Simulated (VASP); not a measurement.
**CdTe in VASP 6.6.1, single-point calculation**

INCAR

```
ISIF = 2
EDIFF = 1E-7
LREAL = .FALSE.
NELM = 99
NBANDS = 16
IBRION = -1
LWAVE = .FALSE.
SIGMA = 0.02
ENCUT = 520
NSW = 0
ISMEAR = -1
LASPH = .TRUE.
PREC = Accurate
LCHARG = .FALSE.
GGA = PE
```

KPOINTS

```
KPOINTS created by Atomic Simulation Environment
0
Gamma
6 6 6
0 0 0
```

POSCAR

```
Cd Te
 1.0000000000000000
     3.2799550000000002    0.0000000000000000    3.1487569999999998
     0.0000000000000000    3.2799550000000002    3.1487569999999998
     3.2799550000000002    3.2799550000000002    0.0000000000000000
 Cd  Te
   1   1
Cartesian
  0.0000000000000000  0.0000000000000000  0.0000000000000000
  1.6399775000000001  1.6399775000000001  1.5743784999999999
```

The recommended PBE PAW datasets give the neutral cell 18 valence electrons.

Command

```
mpirun -np 1 vasp_std
```

Standard output (part)

```
|     EEEEEEE  RRRRRR   RRRRRR   OOOOOOO  RRRRRR      ###     ###     ###     |
|     E        R     R  R     R  O     O  R     R     ###     ###     ###     |
|     E        R     R  R     R  O     O  R     R     ###     ###     ###     |
|     EEEEE    RRRRRR   RRRRRR   O     O  RRRRRR       #       #       #      |
|     E        R    R   R    R   O     O  R    R      ###     ###     ###     |
|     EEEEEEE  R     R  R     R  OOOOOOO  R     R     ###     ###     ###     |
|     ERROR: the triple product of the basis vectors is negative exchange     |
|     two basis vectors                                                       |
|       ---->  I REFUSE TO CONTINUE WITH THIS SICK JOB ... BYE!!! <----       |
```

VASP stopped before the first electronic step.

Task: Find the fault in these files.

Result: Left-handed cell vectors. VASP stopped before the first electronic step.
